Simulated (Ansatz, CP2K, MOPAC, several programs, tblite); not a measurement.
Energy against volume for KI in the wurtzite structure (no longer in that coordination), at fixed shape and fractional coordinates, computed by several methods (PBE and r2SCAN, where shown, with plane waves in Ansatz); the cell shown is that of r2SCAN. With free coordinates or axes held, a curve is too stiff, and on another method's shape its minimum isn't the method's own volume. Space group P6_3/mmc (No. 194), hexagonal; a = 6.039 Å, c = 7.039 Å in the conventional setting, 55.59 Å³ an atom. K is surrounded by 5 I at 3.49–3.52 Å; I is surrounded by 5 K at 3.49–3.52 Å. The structure was generated, not taken from experiment, and needn't be the ground state; spin polarisation is off. Energies count from each curve's lowest point; fits are third-order Birch-Murnaghan.

```cif
data_structure
_symmetry_space_group_name_H-M 'P6_3/mmc'
_symmetry_Int_Tables_number 194
_cell_length_a 6.0395
_cell_length_b 6.0395
_cell_length_c 7.0391
_cell_angle_alpha 90.000
_cell_angle_beta 90.000
_cell_angle_gamma 120.000
_cell_volume 222.35
loop_
_atom_site_label
_atom_site_type_symbol
_atom_site_symmetry_multiplicity
_atom_site_Wyckoff_symbol
_atom_site_fract_x
_atom_site_fract_y
_atom_site_fract_z
_atom_site_occupancy
K1 K 2 d 0.33333 0.66667 0.75000 1
I1 I 2 c 0.33333 0.66667 0.25000 1
```

r2SCAN, on the shape of its own relaxed cell:
```
V (Å³/atom)  E (meV/atom)
     52.253          6.71
     53.921          1.62
     55.588          0.00
     57.256          1.30
     58.924          5.04
```
V₀ = 55.63 Å³ an atom and B₀ = 9 GPa.

Problem. PBE/SZV (CP2K), on the shape of the cell shown, gives
```tsv
V (Å³/atom)	E (meV/atom)
48.918	73.01
52.253	28.67
55.588	6.44
58.924	0.00
62.259	4.93
```
What equilibrium volume and bulk modulus follow?

Solution. V₀ = 58.96 Å³ an atom and B₀ = 10 GPa.

GFN2-xTB (tblite), on the shape of the cell shown, as a cluster of 32 atoms at the zone centre:
```csv
V (Å³/atom),E (meV/atom)
48.918,122.41
52.253,46.00
55.588,19.19
58.924,4.72
62.259,0.00
```
The lowest point is an end point, so the minimum isn't bracketed.

PBE/DZVP (CP2K), on the shape of the cell shown:

| V (Å³/atom) | E (meV/atom) |
| --- | --- |
| 48.918 | 46.24 |
| 52.253 | 14.96 |
| 55.588 | 1.21 |
| 58.924 | 0.00 |
| 62.259 | 7.80 |

V₀ = 57.60 Å³ an atom and B₀ = 8 GPa.

PM7 (MOPAC), on the shape of the cell shown, as a cluster of 32 atoms at the zone centre:

| V (Å³/atom) | E (meV/atom) |
| --- | --- |
| 48.918 | 286.76 |
| 52.253 | 155.30 |
| 55.588 | 75.02 |
| 58.924 | 26.77 |
| 62.259 | 0.00 |

The lowest point is an end point, so the minimum isn't bracketed.
